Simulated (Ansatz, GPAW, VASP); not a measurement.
One calculation of Cs, 3 ways

```
CELL_PARAMETERS angstrom
-3.12847 3.12847 3.12847
3.12847 -3.12847 3.12847
3.12847 3.12847 -3.12847
ATOMIC_POSITIONS crystal
Cs 0.00000 0.00000 0.00000
```

Alike in all runs: task single point; functional RPBE; k mesh 6 × 6 × 6; occupations gaussian, width 0.02 eV; no spin polarisation; no spin-orbit coupling. Pressure is positive in compression and, in plane waves, holds the error of the finite cutoff.

```tsv
program and potentials	plane-wave cutoff (eV)	notes	band gap (eV)	pressure (GPa)
GPAW, the program's PAW data sets (release 1.2.1) made for this functional	600	-	no gap	0.15
Ansatz, all-electron LAPW, scalar-relativistic	-	-	no gap	0.15
VASP, PBE PAW files Cs_sv, 500 eV	500	potentials made for PBE	no gap	0.15
```

None finds a gap. All agree on the pressure.

The functional is the same throughout but for its coding, so the spread measures potentials, basis and numerics; runs on potential files found faulty are left out.
